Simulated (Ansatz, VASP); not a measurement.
## SnO2 in VASP and in Ansatz

Contents of POSCAR:

```
SnO2
1.0
    0.0000000000      2.5334667554      2.5334667554
    2.5334667554      0.0000000000      2.5334667554
    2.5334667554      2.5334667554      0.0000000000
Sn O
1 2
Direct
    0.0000000000      0.0000000000      0.0000000000
    0.2500000000      0.2500000000      0.2500000000
    0.7500000000      0.7500000000      0.7500000000
```

Contents of INCAR.step1:

```
SYSTEM = SnO2
PREC = Accurate ; ENCUT = 520
ISMEAR = 0 ; SIGMA = 0.01
LREAL = .False. ; LASPH = .True.
NELM = 100 ; NBANDS = 20
GGA = PE ; ALGO = Normal
EDIFF = 1E-4 ; LWAVE = .True.
LCHARG = .False.
```

The input INCAR.step2:

```
SYSTEM = SnO2
PREC = Accurate ; ENCUT = 520
EDIFF = 1E-6 ; ISMEAR = 0
SIGMA = 0.01 ; LREAL = .False.
LASPH = .True. ; NELM = 100
ALGO = Normal ; ISIF = 2
LWAVE = .False. ; LCHARG = .False.
METAGGA = R2SCAN ; LMIXTAU = .True.
NBANDS = 20 ; ISTART = 1
```

Contents of KPOINTS:

```
regular mesh
0
Gamma
  8 8 8
  0 0 0
```

Input for Ansatz:

```yaml
crystal:
  lattice:
    - [0.0, 2.5334667554, 2.5334667554]
    - [2.5334667554, 0.0, 2.5334667554]
    - [2.5334667554, 2.5334667554, 0.0]
  atoms:
    - { symbol: Sn, position: [0.0, 0.0, 0.0] }
    - { symbol: O, position: [0.25, 0.25, 0.25] }
    - { symbol: O, position: [0.75, 0.75, 0.75] }
kpoints:
  mp_grid: { grid: [8, 8, 8] }
  band_path:
    path:
      - [0.0, 0.0, 0.0]
      - [0.5, 0.0, 0.5]
      - [0.625, 0.25, 0.625]
      - [0.375, 0.375, 0.75]
      - [0.5, 0.5, 0.5]
      - [0.5, 0.25, 0.75]
      - [0.25, -0.5, -0.25]
    npoints: 1
hamiltonian:
  xc: r2scan
scf:
  occupations: { method: fixed }
  n_extra_bands: 4
output:
  forces: true
  stress: true
  eigenvalues: true
```

Alike in both runs: task single point; functional r2SCAN; k mesh 8 × 8 × 8; no spin polarisation.

```csv
,VASP,Ansatz
version,VASP 6.6.1,Ansatz 0.2.0
potentials or method,"VASP PAW PBE potentials, release 64 (Sn_d, O)","plane waves, PAW"
plane-wave cutoff (eV),520,500
occupations,"gaussian, width 0.01 eV",fixed
valence electrons in the cell,26,26
```

```tsv
	VASP	Ansatz	Ansatz less VASP
gap on the k mesh at the Fermi level (eV)	0.86	0.84	-0.019
pressure (GPa)	1.4	0.0	-1.36
```

Caveats: the PAW data sets were made with another functional, which shifts forces and pressure a little (VASP); spin-orbit coupling is left out, which moves the levels of the heavy elements. r2SCAN opens gaps a little over a GGA but as a rule still falls short of measured ones. A k mesh can miss the band edges.
